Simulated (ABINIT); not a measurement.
A run of ABINIT 10.8.3 (patched build):

File run.abi:

```
# Pseudopotentials
pp_dirpath "./"
pseudos "Sb.GGA_PBE-JTH.xml"

# Structure
acell 8.5163565957 8.5163565957 8.5163565957
rprim
     0.4780034715     0.2759754330     0.8338766345
    -0.4780034715     0.2759754330     0.8338766345
     0.0000000000    -0.5519508659     0.8338766345
ntypat 1
znucl 51
natom 2
typat 1 1
xred
     0.7665100000     0.7665100000     0.7665100000
     0.2334900000     0.2334900000     0.2334900000
chkprim 0
chksymtnons 0
tolsym 1.0e-6

# Plane-wave basis
ecut 16.0
pawecutdg 32.0
pawxcdev 0

# k points
kptopt 1
ngkpt 8 8 8
nshiftk 1
shiftk 0.0 0.0 0.0

# Exchange and correlation
ixc -116133

# Bands and occupations
nband 19
occopt 3
tsmear 0.05 eV

# SCF cycle
nstep 100
tolvrs 1.0e-9

# Output
iomode 3
prtwf 0
prtden 0
prteig 0
prtebands 0
enunit 2

# Relaxation
ionmov 22
ntime 60
tolmxf 0.0002
optcell 2
dilatmx 1.08
ecutsm 0.5
```

Potentials or basis: JTH PAW PBE v2.0.

Run with:

```sh
$ abinit run.abi > log 2>&1
```

Hardware: 1 thread of Arm Neoverse V2, on a shared host.

Question: How long does it take, and how much memory?

Answer: Wall time 6.9 min on 1 thread of Arm Neoverse V2, on a shared host, peak memory 0.17 GiB. Counts: scf iterations 72, mpi ranks 1, k points 65, bands 19, plane waves 1581, ion steps 7.
